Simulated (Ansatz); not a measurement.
Ti:

```
CELL_PARAMETERS angstrom
-1.64100 1.64100 1.64100
1.64100 -1.64100 1.64100
1.64100 1.64100 -1.64100
ATOMIC_POSITIONS crystal
Ti 0.00000 0.00000 0.00000
```

This isn't the form of Ti at room conditions, which is hcp.

Program: Ansatz 0.2.0. Alike in all runs: potentials or basis Ansatz PAW; no spin polarisation; cell as given; k mesh 6 × 6 × 6; smearing fermi-dirac 0.05 eV; the mesh is coarse, so values aren't converged.

**Question.** Order these runs on this cell by their pressure, lowest first.
A. level r2SCAN50; cutoff (eV) 500
B. level HSE03; cutoff (eV) 420; points for each segment of the path 4
C. level HF; cutoff (eV) 420

**Answer.** A (-4.3 GPa), B (-2.1 GPa), C (6.7 GPa).

Caveats: all runs use coarse meshes; the PAW data sets come from PBE, with cores solved anew for the run's functional, which leaves a small shift of forces and pressure; the thresholds are loose for stress.
